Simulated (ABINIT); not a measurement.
## BaTiO3 in ABINIT: convergence with smearing width

Input of the first run (smearing width 0.272 eV); the others differ in this setting and in those tied to it:

The input run.abi:

```
pp_dirpath "./"
pseudos "Ba.GGA_PBE-JTH.xml, Ti.GGA_PBE-JTH.xml, O.GGA_PBE-JTH.xml"

acell 3*1.0
rprim
     7.5585265533     0.0000000000     0.0000000000
     0.0000000000     7.5585265533     0.0000000000
     0.0000000000     0.0000000000    15.1858391375
ntypat 3
znucl 56 22 8
natom 10
typat 1 1 2 2 3 3 3 3 3 3
xcart
     3.9971356132     0.0059583821     0.0165379273
     0.0026643868     3.9938416179     4.0014620727
     1.9573160093     1.9913466677     1.9280163260
     2.0424839907     2.0084533323     5.9633356740
     2.0110596420     2.0082835408     0.0865689350
     1.9887403580     1.9915164592     4.0600070650
     2.0225971451     0.0067105445     2.0740788228
     1.9772028549     3.9930894555     6.0824611772
     0.0310585670     1.9987480576     2.1105779330
     3.9687414330     2.0010519424     6.0459620670 Angstrom
chkprim 0
chksymtnons 0
tolsym 1.0e-6

ecut 625.861884 eV
pawecutdg 45.0
pawxcdev 0
pawovlp 30

kptopt 1
ngkpt 4 4 2
nshiftk 1
shiftk 0.0 0.0 0.0

ixc -116133

nband 48
occopt 3
tsmear 0.00999582

nstep 100
tolvrs 1.0e-9

iomode 3
prtwf 0
prtden 0
prteig 0
prtebands 0
enunit 1
prtvol 2
```

Potentials or basis: JTH PAW PBE v2.0.

Launch:

```sh
$ mpirun --bind-to none -np 4 abinit run.abi > log 2>&1
```

Hardware: 4 MPI ranks on Arm Neoverse V2 (shared host).

Q: The values tried are 0.272 eV, 0.2 eV, 0.136 eV, 0.1 eV, 0.05 eV, 0.025 eV, 0.01 eV, loosest first. From which on does the largest force stay within 0.005 eV/Å of the tightest run that finished?

A: From 0.136 eV on.

```tsv
smearing width	energy less the tightest run, at zero smearing (meV/atom)	pressure (GPa)	largest force (eV/Å)	gap on the mesh (eV)	SCF cycles	CPU time (s)
0.272 eV	2.63	-1.69	0.939	1.884	20	400
0.2 eV	0.48	-1.77	0.932	1.868	20	400
0.136 eV	0.03	-1.78	0.938	1.865	20	400
0.1 eV	0.00	-1.78	0.938	1.864	20	400
0.05 eV	0.00	-1.78	0.938	1.864	20	400
0.025 eV	0.00	-1.78	0.938	1.864	20	400
0.01 eV	0.00	-1.78	0.938	1.864	19	380
```

Against the tightest run, the energy stays within 1 meV/atom from 0.2 eV on; the pressure stays within 0.1 GPa from 0.272 eV on; the gap on the mesh stays within 0.01 eV from 0.2 eV on. The tightest run that finished is the yardstick and may itself not be fully converged.

Caveat, for the tightest run too: this set's barium file shifts pressures by 1.5 GPa and gaps by 0.1 eV against other sets; the PAW data sets were made with another functional, which shifts forces and pressure a little; spin-orbit coupling is left out, which moves the levels of the heavy elements; the atomic spheres overlap.
